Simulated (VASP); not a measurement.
Input of a VASP 6.6.1 run:

File INCAR:

```
PREC     = Accurate       # precision mode
ENCUT    = 520            # plane-wave cutoff, eV
EDIFF    = 1E-6           # SCF threshold, eV
ISMEAR   = 0              # smearing method
SIGMA    = 0.1            # smearing width, eV
LREAL    = False          # projectors in reciprocal space
LASPH    = True           # aspherical terms in the spheres
NELM     = 100            # most SCF steps
ALGO     = Fast           # electronic algorithm
ISIF     = 2              # what is computed and relaxed
LWAVE    = False          # write WAVECAR
LCHARG   = False          # write CHGCAR
GGA      = PS             # functional
NBANDS   = 12             # bands
```

File KPOINTS:

```
Automatic mesh
0
Gamma
  18 18 18
```

File POSCAR:

```
In
1.0
   -1.6546436198      1.6546436198      2.3369751325
    1.6546436198     -1.6546436198      2.3369751325
    1.6546436198      1.6546436198     -2.3369751325
In
1
Direct
    0.0000000000      0.0000000000      0.0000000000
```

Potentials or basis: VASP PAW PBE potentials, release 64 (In_d).

The run is started by

```bash
$ cat potpaw_PBE.64/In_d/POTCAR > POTCAR
$ mpirun -np 1 vasp_std > vasp.out
```

Problem. What does it give for the band gap on the k mesh?

Solution. None (metal or under the smearing width).

Problem. Predict the pressure.

Solution. 0.0 GPa.

Caveat: the PAW data sets were made with another functional, which shifts forces and pressure a little.
